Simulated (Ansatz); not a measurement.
The following input was run with Ansatz 0.2.0.

```yaml
crystal:
  lattice:
    - [0.0, 2.44, 2.44]
    - [2.44, 0.0, 2.44]
    - [2.44, 2.44, 0.0]
  atoms:
    - { symbol: Na, position: [0.0, 0.0, 0.0] }
    - { symbol: H, position: [0.5, 0.5, 0.5] }
basis:
  ecutwfc: 420
kpoints:
  mp_grid: { grid: [8, 8, 8] }
hamiltonian:
  xc: pbe
scf:
  occupations: { method: gaussian, width: 0.02 }
output:
  forces: true
  stress: true
  eigenvalues: true
  write_density: true
  write_potential: true
  elf: true
  volumetric_format: npy
relax:
  adjacent_minimum: "off"
  f_tol: 0.005
  max_steps: 80
  cell: { stress_tol: 0.05 }
```

Run as
```bash
ansatz run input.yaml --threads 1 --pin off --max-ram 2560MiB --backend cpu --events-out ev --progress --plain --runs-dir out
```

Computed with DFT PBE, scalar-relativistic, plane waves, PAW (Ansatz).

From the run's log, abridged:

```
Pseudopotentials: kind: paw
Pseudopotential: Na, paw, valence charge 9, recommended cutoff 420 eV (normal)
Pseudopotential: H, paw, valence charge 1, recommended cutoff 420 eV (normal)
Functional definition: PBE
Crystal: 2 atoms, lattice volume = 29.054 Å³
Basis set: ecut = 420 eV, 537 PW (Γ), exchange–correlation on 48×48×48 points (8 copies of the dense FFT grid, shifted against one another)
Bands: 9, of which v1, the nominal top of the filled ones, is band 5 counted from 1 (4 counted from 0)
Symmetry: 48 space group operations
Space group: Fm-3m (ITA 225), of the structure as read, at distance tolerance 3.1e-5 Å
k-points: 29 of 512
Initial density: superposition of atomic densities (neutral atoms: chi_scale 0, normalization atom), corrected by the library's trained network
Initial wavefunctions: pseudopotential atomic-orbital guess
Functional: x = pbe(κ = 0.804, μ = 0.21951497), c = pbe(β = 0.06672455)
SCF iter   1: F=—  HF=-1502.678923 eV  |F-HF|=—  |Δ(HF+E_count)|=         —  Δρ=4.40e-4  dr2=3.98e-5  ethr=1.77e-3  ⟨swp⟩=6.0  Hψ=1764  notcnv=0
SCF iter   2: F=—  HF=-1502.678745 eV  |F-HF|=—  |Δ(HF+E_count)|=   1.78e-4  Δρ=3.38e-4  dr2=2.53e-5  ethr=3.98e-7  ⟨swp⟩=2.4  Hψ=700  notcnv=0
SCF iter   3: F=—  HF=-1502.678770 eV  |F-HF|=—  |Δ(HF+E_count)|=   2.54e-5  Δρ=7.39e-5  dr2=6.39e-7  ethr=2.53e-7  ⟨swp⟩=2.2  Hψ=305  notcnv=0
SCF iter   4: F=-1502.678773 eV  HF=-1502.678773 eV  |F-HF|=3.44e-7  |Δ(HF+E_count)|=   2.68e-6  Δρ=2.67e-5  dr2=9.20e-8  ethr=6.39e-9  ⟨swp⟩=2.5  Hψ=350  notcnv=0
SCF iter   5: F=-1502.678773 eV  HF=-1502.678773 eV  |F-HF|=6.63e-10  |Δ(HF+E_count)|=   3.81e-7  Δρ=2.62e-6  dr2=1.54e-9  ethr=9.20e-10  ⟨swp⟩=3.0  Hψ=406  notcnv=0
SCF iter   6: F=-1502.678773 eV  HF=-1502.678773 eV  |F-HF|=1.40e-10  |Δ(HF+E_count)|=  2.81e-10  Δρ=9.83e-7  dr2=2.46e-10  ethr=1.54e-11  ⟨swp⟩=4.0  Hψ=1000  notcnv=0
SCF 1 converged in 6 iterations: F = -1502.678773 eV  dr2 = 2.46e-10
relax step   1: F+E_penalty+E_count = -1502.67877339 eV  Δ(F+E_penalty+E_count) = +0.000e0 eV  max|allowed force component| = 6.564e-31 eV/Å  Δτ_max = 0.0000 Å  P = -0.653 GPa  Ω = 29.054 Å³  (6 SCF iters, dr2 threshold 1.00e-7 eV, accepted)
Crystal: 2 atoms, lattice volume = 28.343 Å³
Initial density: handed on by an earlier stage of this run
Initial wavefunctions: those handed on with the density
SCF iter   1: F=—  HF=-1502.680995 eV  |F-HF|=—  |Δ(HF+E_count)|=         —  Δρ=1.40e-3  dr2=6.46e-4  ethr=6.44e-6  ⟨swp⟩=1.5  Hψ=2219  notcnv=0
SCF iter   2: F=—  HF=-1502.680794 eV  |F-HF|=—  |Δ(HF+E_count)|=   2.02e-4  Δρ=3.20e-4  dr2=4.12e-5  ethr=6.44e-6  ⟨swp⟩=1.9  Hψ=304  notcnv=0
SCF iter   3: F=—  HF=-1502.680770 eV  |F-HF|=—  |Δ(HF+E_count)|=   2.31e-5  Δρ=5.83e-5  dr2=5.67e-7  ethr=4.12e-7  ⟨swp⟩=2.0  Hψ=290  notcnv=0
SCF iter   4: F=-1502.680771 eV  HF=-1502.680771 eV  |F-HF|=9.25e-8  |Δ(HF+E_count)|=   8.11e-7  Δρ=1.94e-5  dr2=5.42e-8  ethr=2.00e-9  ⟨swp⟩=9.2  Hψ=1653  notcnv=0
SCF 2 converged in 4 iterations: F = -1502.680771 eV  dr2 = 5.42e-8
relax step   2: F+E_penalty+E_count = -1502.68077138 eV  Δ(F+E_penalty+E_count) = -1.998e-3 eV  max|allowed force component| = 1.171e-31 eV/Å  Δτ_max = 0.0000 Å  P = -0.108 GPa  Ω = 28.343 Å³  energy of the carried Pulay correction = +2.865e-4 eV  (4 SCF iters, dr2 threshold 2.00e-7 eV, accepted)
Crystal: 2 atoms, lattice volume = 28.206 Å³
SCF iter   1: F=—  HF=-1502.680892 eV  |F-HF|=—  |Δ(HF+E_count)|=         —  Δρ=2.75e-4  dr2=2.61e-5  ethr=2.58e-7  ⟨swp⟩=2.3  Hψ=2163  notcnv=0
SCF iter   2: F=—  HF=-1502.680872 eV  |F-HF|=—  |Δ(HF+E_count)|=   2.00e-5  Δρ=6.54e-5  dr2=1.81e-6  ethr=2.58e-7  ⟨swp⟩=1.8  Hψ=285  notcnv=0
SCF iter   3: F=—  HF=-1502.680872 eV  |F-HF|=—  |Δ(HF+E_count)|=   1.21e-7  Δρ=1.55e-5  dr2=3.80e-8  ethr=1.81e-8  ⟨swp⟩=2.0  Hψ=289  notcnv=0
SCF iter   4: F=-1502.680872 eV  HF=-1502.680872 eV  |F-HF|=5.28e-9  |Δ(HF+E_count)|=   5.50e-8  Δρ=5.03e-6  dr2=3.64e-9  ethr=2.94e-10  ⟨swp⟩=7.2  Hψ=1125  notcnv=0
SCF 3 converged in 4 iterations: F = -1502.680872 eV  dr2 = 3.64e-9
relax step   3: F+E_penalty+E_count = -1502.68087232 eV  Δ(F+E_penalty+E_count) = -1.009e-4 eV  max|allowed force component| = 1.130e-31 eV/Å  Δτ_max = 0.0000 Å  P = +0.004 GPa  Ω = 28.206 Å³  energy of the carried Pulay correction = +3.426e-4 eV  (4 SCF iters, dr2 threshold 2.94e-8 eV, accepted)
Initial wavefunctions: pseudopotential atomic-orbital guess (no wavefunctions were taken with the density)
SCF iter   1: F=—  HF=-1502.680593 eV  |F-HF|=—  |Δ(HF+E_count)|=         —  Δρ=5.37e-5  dr2=9.55e-8  ethr=1.10e-7  ⟨swp⟩=2.8  Hψ=2465  notcnv=0
SCF iter   2: F=—  HF=-1502.680580 eV  |F-HF|=—  |Δ(HF+E_count)|=   1.27e-5  Δρ=2.59e-5  dr2=1.92e-8  ethr=9.55e-10  ⟨swp⟩=2.0  Hψ=383  notcnv=0
SCF iter   3: F=—  HF=-1502.680581 eV  |F-HF|=—  |Δ(HF+E_count)|=   2.18e-7  Δρ=4.97e-6  dr2=8.65e-10  ethr=1.92e-10  ⟨swp⟩=2.0  Hψ=290  notcnv=0
SCF iter   4: F=-1502.680581 eV  HF=-1502.680581 eV  |F-HF|=6.14e-11  |Δ(HF+E_count)|=   7.80e-9  Δρ=2.81e-7  dr2=4.03e-12  ethr=1.00e-12  ⟨swp⟩=4.0  Hψ=1176  notcnv=0
SCF 4 converged in 4 iterations: F = -1502.680581 eV  dr2 = 4.03e-12
SCF converged after 4 iterations
Free energy (F): -1502.680581 eV
Harris-Foulkes:  -1502.680581 eV  (|F-HF|=6.14e-11)
Internal energy: -1502.680581 eV  (E = F + TS)
E sigma→0 (E₀):  -1502.680581 eV
Fermi energy:    2.709268 eV
--- Per-component energies (eV) ---
  E_band       = -227.247306
  E_kinetic    = 134.165722
  E_local      = -1328.771245  (includes V_loc(G=0)·N_el)
  E_nonlocal   = 116.544197
  E_hartree    = 476.532927
  E_xc         = -48.184509
  E_vxc        = -61.973876  (∫ρ·V_xc dr)
  E_paw        = -263.559823  (= ΣΔE_a)
  E_vpaw       = -40.277018  (= ΣTr[D̂ρ^β])
  E_aug_tail   = -0.000917  (compensation charges beyond the density's cutoff)
  E_ewald      = -589.406933
  E_smearing   =  0.000000  (= −TS)
--- Forces (eV/Å), atoms counted from 1 ---
  atom   1  Na     0.00000000     0.00000000     0.00000000
  atom   2  H      0.00000000     0.00000000     0.00000000
--- Stress (GPa, compression-positive) ---
       -0.002665       0.000000       0.000000
        0.000000      -0.002665       0.000000
        0.000000       0.000000      -0.002665
  P = ⅓ Tr σ = -0.0027 GPa (-0.027 kbar)
--- Band table (eV; the first three rows and the last of 29) ---
  k-point 0: bands = ["-49.3988", "-21.2778", "-21.2778", "-21.2778", "-2.7833", "11.2524", "16.4278", "16.4278", "16.4278"]
  k-point 1: bands = ["-49.3978", "-21.2917", "-21.2795", "-21.2795", "-2.5161", "10.3703", "13.8181", "15.6156", "15.6156"]
  k-point 2: bands = ["-49.3954", "-21.3250", "-21.2835", "-21.2835", "-1.7566", "8.0547", "12.3527", "14.8295", "14.8295"]
  k-point 28: bands = ["-49.3899", "-21.3354", "-21.3354", "-21.3116", "0.8279", "6.8551", "6.8551", "9.2032", "17.1981"]
--- Relaxed structure (3 steps of the walk, 3 accepted, 1 SCFs on fresh bases) ---
  F+E_penalty+E_count = -1502.68058065 eV   max|allowed force component| = 3.307e-31 eV/Å   (the final SCF, on the basis selected at the relaxed cell)
  cell:  # Å, volume = 28.2061 Å³
    - [0.0, 2.41604031, 2.41604031]
    - [2.41604031, 0.0, 2.41604031]
    - [2.41604031, 2.41604031, 0.0]
  atoms:
    - { symbol: Na, position: [0.0, 0.0, 0.0] }
    - { symbol: H, position: [0.5, 0.5, 0.5] }
```

The relaxation met its thresholds.

Time: 2.7 s on 1 thread of Intel(R) Xeon(R) Platinum 8488C (Sapphire Rapids) (shared host), peak memory 0.34 GiB.